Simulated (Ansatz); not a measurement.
Runs of Ansatz 0.2.0 on Si. Symmetry: I4/mmm, No. 139, tetragonal system. Conventional cell: a = 6.651 Å, b = 6.651 Å, c = 3.845 Å, α = 90.00°, β = 90.00°, γ = 90.00°. Si (site symmetry m2m) has 4 Si at 2.34 to 2.38 Å as nearest neighbours. This isn't the form of Si at room conditions, which is diamond.

```csv
screening (1/Å),gap on the mesh (eV),pressure (GPa),largest force (eV/Å)
0.4,0.55,(b),0.03
0.2,(c),0.0,0.03
0.6,0.42,0.8,0.02
0.15,(d),0.0,0.03
0.3,0.66,0.2,0.03
0.1,1.08,(a),0.03
```

Alike in all rows: task single point; level HSE06 form with a typed share of exact exchange; potentials or basis Ansatz PAW; no spin polarisation; cell as given; k mesh 4 × 4 × 4; cutoff (eV) 420; smearing fermi-dirac 0.05 eV; the mesh is coarse, so values aren't converged.

Problem. Estimate the missing entries.

Solution. (a) -0.1; (b) 0.4; (c) 0.83; (d) 0.94.

Caveats: all runs use coarse meshes; the PAW data sets come from PBE, with cores solved anew for the run's functional, which leaves a small shift of forces and pressure; the thresholds are loose for stress.

A k mesh can miss the band edges.
